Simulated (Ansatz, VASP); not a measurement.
Two plane-wave programs on NaI

The input INCAR:

```
SYSTEM = NaI
PREC = Accurate
ENCUT = 520
EDIFF = 1E-7
ISMEAR = -1
SIGMA = 0.02
LREAL = .False.
LASPH = .True.
NELM = 100
ALGO = Normal
ISIF = 2
LWAVE = .False.
LCHARG = .False.
GGA = PE
NBANDS = 22
```

KPOINTS

```
regular mesh
0
Gamma
  6 6 4
  0 0 0
```

POSCAR

```
NaI
1.0
    5.4164943667      0.1570783366      0.0000000000
   -2.5722133534      4.6122825527      0.0000000000
    0.0000000000      0.0000000000      6.4591427365
Na I
2 2
Direct
    0.3279596196      0.6670603527     -0.0625037152
    0.6720403804      0.3329396473      0.4374962848
    0.3230909545      0.6675082146      0.4375037152
    0.6769090455      0.3324917854      0.9375037152
```

Input for Ansatz:

```yaml
crystal:
  lattice:
    - [5.4164943667, 0.1570783366, 0.0]
    - [-2.5722133534, 4.6122825527, 0.0]
    - [0.0, 0.0, 6.4591427365]
  atoms:
    - { symbol: Na, position: [0.3279596196, 0.6670603527, -0.0625037152] }
    - { symbol: Na, position: [0.6720403804, 0.3329396473, 0.4374962848] }
    - { symbol: I, position: [0.3230909545, 0.6675082146, 0.4375037152] }
    - { symbol: I, position: [0.6769090455, 0.3324917854, 0.9375037152] }
kpoints:
  mp_grid: { grid: [6, 6, 4] }
  band_path:
    path:
      - [0.0, 0.0, 0.0]
      - [0.5, 0.0, 0.0]
      - [0.3333333333, 0.3333333333, 0.0]
      - [0.0, 0.0, 0.5]
      - [0.5, 0.0, 0.5]
      - [0.3333333333, 0.3333333333, 0.5]
    npoints: 1
hamiltonian:
  xc: pbe
scf:
  occupations: { method: fermi_dirac, width: 0.02 }
  n_extra_bands: 5
output:
  forces: true
  stress: true
  eigenvalues: true
  write_density: true
  write_potential: true
  elf: true
  volumetric_format: npy
```

Change from the starting cell: shear_xy strain +5.8%.

Alike in both runs: task single point; functional PBE; k mesh 6 × 6 × 4; occupations fermi-dirac, width 0.02 eV; no spin polarisation.

|  | VASP | Ansatz |
| --- | --- | --- |
| version | VASP 6.6.1 | Ansatz 0.2.0 |
| potentials or method | VASP PAW PBE potentials, release 64 (Na_pv, I) | plane waves, PAW |
| plane-wave cutoff (eV) | 520 | 420 |
| valence electrons in the cell | 28 | 52 |

|  | VASP | Ansatz | Ansatz less VASP |
| --- | --- | --- | --- |
| gap on the k mesh at the Fermi level (eV) | 3.56 | 3.56 | +0.004 |
| pressure (GPa) | 0.4 | 0.4 | -0.01 |

The two sets of potentials don't hold the same shells in valence. Ansatz warned: «structure_snapped_to_symmetry».

Caveats: spin-orbit coupling is left out, which moves the levels of the heavy elements. A k mesh can miss the band edges.
